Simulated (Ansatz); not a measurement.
Crystal: As.

```
As
1.0
     2.70368    0.00000    0.00000
     0.00000    2.70368    0.00000
     0.00000    0.00000    2.70368
As
1
Direct
  0.50000 0.50000 0.50000
```

This isn't the form of As at room conditions, which is rhombohedral.

Base run:

* Program: Ansatz 0.2.0
* Functional: RPBE
* Potentials or basis: Ansatz PAW
* Cutoff: 420 eV (not typed: the program's choice for these potentials)
* k mesh: 10 × 10 × 10
* Occupations: gaussian, width 0.05 eV
* Spin: no spin polarisation

Its results: band gap on the k mesh none (metal or under the smearing width); pressure 3.9 GPa.

**Question.** The run is repeated on the same cell with these changes: functional from RPBE to PBEsol; occupations from gaussian, width 0.05 eV to gaussian, width 0.02 eV. What comes out?

**Answer.** Band gap on the k mesh none (metal or under the smearing width); pressure -1.5 GPa.

Caveats: the PAW data sets come from PBE, with cores solved anew for the run's functional, which leaves a small shift of forces and pressure.
